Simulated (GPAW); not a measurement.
Runs of GPAW 26.7.0 on CoO. The structure is tetragonal, space group I4/mmm (No. 139). The conventional cell has a = 3.016 Å, b = 3.016 Å, c = 4.215 Å, α = 90.00°, β = 90.00°, γ = 90.00°. Around Co (site symmetry 4/mmm) lie 6 O at 2.11 to 2.13 Å. Around O (site symmetry 4/mmm) lie 6 Co at 2.11 to 2.13 Å. 

```tsv
task	level	potentials or basis	spin	U	fixed moment (μB)	cell	smearing	optimizer	fmax	max steps	target pressure	convergence	gap on the mesh (eV)	pressure (GPa)	moment (μB)
relaxation of cell and atoms	PBE	GPAW PAW data sets (gpaw-data 1.2.1), pw	collinear, ferromagnetic start	-	-	relaxed to 30 GPa	fermi-dirac 0.05 eV	BFGS	0.02 eV/Å	60	30 GPa	density=1e-05 forces=0.0001	none	30.1	2.04
relaxation of cell and atoms	PBE	GPAW PAW data sets (gpaw-data 1.2.1), pw	collinear, ferromagnetic start	-	-	relaxed to 20 GPa	fermi-dirac 0.05 eV	BFGS	0.02 eV/Å	60	20 GPa	density=1e-05 forces=0.0001	none	19.7	2.65
single point	PBE+U	GPAW PAW data sets (gpaw-data 1.2.1), pw	collinear, zero start	Co d U = 4 eV	-	as given	gaussian 0.05 eV	-	-	-	-	-	none	(b)	0.00
single point	LDA+U	the program's PAW data sets (release 1.2.1) made for this functional, pw	collinear, ferromagnetic start	Co d U = 3 eV	-	as given	gaussian 0.05 eV	-	-	-	-	-	none	-13.4	3.00
single point	LDA+U	the program's PAW data sets (release 1.2.1) made for this functional, pw	collinear, random start	Co d U = 3 eV	-	as given	gaussian 0.05 eV	-	-	-	-	-	none	-27.8	1.00
relaxation of cell and atoms	PBEsol+D4	PAW data sets generated in the run's folder for this functional, pw	collinear, ferromagnetic start	-	-	relaxed	fermi-dirac 0.05 eV	BFGS	0.02 eV/Å	60	-	density=1e-05 forces=0.0001	none	0.2	(a)
single point	LDA+U	the program's PAW data sets (release 1.2.1) made for this functional, pw	collinear, zero start	Co d U = 3 eV	0.0	as given	gaussian 0.05 eV	-	-	-	-	-	-	-33.8	0.00
```

Alike in all rows: k mesh 9 × 9 × 9; cutoff (eV) 800.

Estimate the missing entries.

(a) 2.74; (b) -14.8.

Caveats: a cell with one magnetic atom can't hold antiferromagnetic order, which such compounds often take (some runs); each step starts from the last one's moments, so a moment once lost doesn't come back (some runs); later steps reuse the first step's grids (some runs); semilocal functionals often make such compounds metallic where correlation or magnetic order opens a gap, which also shifts bond lengths (some runs); the run has no moments, though such compounds are often magnetic (some runs); a magnetic state may lie lower (some runs); pairwise dispersion overbinds metals, which lowers pressure and volume (some runs).

A gap of «none» marks a metal or a gap under the smearing width.
